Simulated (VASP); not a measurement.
Input of a VASP 6.6.1 run:

File INCAR:

```
SYSTEM = ZrH
PREC     = Accurate       ! precision mode
ENCUT    = 520            ! plane-wave cutoff, eV
EDIFF    = 1E-6           ! SCF threshold, eV
ISMEAR   = 0              ! smearing method
SIGMA    = 0.1            ! smearing width, eV
LREAL    = .FALSE.        ! projectors in reciprocal space
LASPH    = .TRUE.         ! aspherical terms in the spheres
NELM     = 150            ! most SCF steps
ALGO     = Normal         ! electronic algorithm
ISIF     = 2              ! what is computed and relaxed
LWAVE    = .FALSE.        ! write WAVECAR
LCHARG   = .FALSE.        ! write CHGCAR
METAGGA  = R2SCAN         ! meta-GGA
LMIXTAU  = .TRUE.
```

File KPOINTS:

```
Automatic mesh
0
G
  19 19 19
  0 0 0
```

Contents of POSCAR:

```
ZrH                                     
1.0
   -1.5539274701      1.5539274701      2.5070095750
    1.5539274701     -1.5539274701      2.5070095750
    1.5539274701      1.5539274701     -2.5070095750
  Zr              H             
     1     1
Direct
     0.0000000000000000    0.0000000000000000    0.0000000000000000
     0.5000000000000000    0.5000000000000000    0.0000000000000000
```

Potentials or basis: VASP PAW PBE potentials, release 64 (Zr_sv, H).

The run is started by

```sh
$ cat potpaw_PBE.64/Zr_sv/POTCAR potpaw_PBE.64/H/POTCAR > POTCAR
$ mpirun -np 1 vasp_std > vasp.out
```

Question: Estimate the band gap on the k mesh.

Answer: None (metal or under the smearing width).

Question: Estimate the pressure.

Answer: -0.4 GPa.

Stress tensor (GPa, compression positive):
```
-0.04  0.00  0.00
 0.00 -0.04  0.00
 0.00  0.00 -1.15
```

Caveat: the PAW data sets were made with another functional, which shifts forces and pressure a little.
